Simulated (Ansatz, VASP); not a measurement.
## Two plane-wave programs on In

INCAR

```
ALGO     = Normal         # electronic algorithm
EDIFF    = 1E-8           # SCF threshold, eV
ENCUT    = 520            # plane-wave cutoff, eV
GGA      = PE             # functional
ISIF     = 2              # what is computed and relaxed
ISMEAR   = -1             # smearing method
LASPH    = True           # aspherical terms in the spheres
LCHARG   = False          # write CHGCAR
LEFG     = True         
LREAL    = False          # projectors in reciprocal space
LWAVE    = False          # write WAVECAR
NBANDS   = 20             # bands
NELM     = 100            # most SCF steps
PREC     = Accurate       # precision mode
SIGMA    = 0.05           # smearing width, eV
```

KPOINTS

```
k-points
0
Gamma
  9 9 9
```

The input POSCAR:

```
In
1.0
    0.0000000000      3.2966695890      3.2966695890
    3.2966695890      0.0000000000      3.2966695890
    3.2966695890      3.2966695890      0.0000000000
In
2
Direct
    0.0000000000      0.0000000000      0.0000000000
    0.2500000000      0.2500000000      0.2500000000
```

Input for Ansatz:

```yaml
crystal:
  lattice:
    - [0.0, 3.296669589, 3.296669589]
    - [3.296669589, 0.0, 3.296669589]
    - [3.296669589, 3.296669589, 0.0]
  atoms:
    - { symbol: In, position: [0.0, 0.0, 0.0] }
    - { symbol: In, position: [0.25, 0.25, 0.25] }
kpoints:
  mp_grid: { grid: [9, 9, 9] }
scf:
  occupations: { method: fermi_dirac, width: 0.05 }
hamiltonian:
  xc: pbe
  pseudopotentials: { kind: paw }
output:
  forces: true
  stress: true
  eigenvalues: true
  efg: { contact_densities: true }
  write_density: true
  write_potential: true
  elf: true
  volumetric_format: npy
```

Change from the starting cell: volume scaled by 0.9405, PAW files.

Alike in both runs: task electric field gradients; functional PBE; k mesh 9 × 9 × 9; occupations fermi-dirac, width 0.05 eV; no spin polarisation.

```csv
,VASP,Ansatz
version,VASP 6.6.1,Ansatz 0.2.0
potentials or method,"VASP PAW PBE potentials, release 64 (In_d)","PAW with Ansatz's default frozen-core files, scalar-relativistic"
plane-wave cutoff (eV),520,420
valence electrons in the cell,26,26
```

|  | VASP | Ansatz | Ansatz less VASP |
| --- | --- | --- | --- |
| pressure (GPa) | 1.6 | 1.6 | +0.03 |
| Vzz of the field gradient on the site that differs most (V/Å²) | 0.0 | 0.0 | 0.00 |

With one functional, cell and mesh, what is left measures potentials, basis and numerics. Ansatz warned: «gradients_without_spin_orbit».
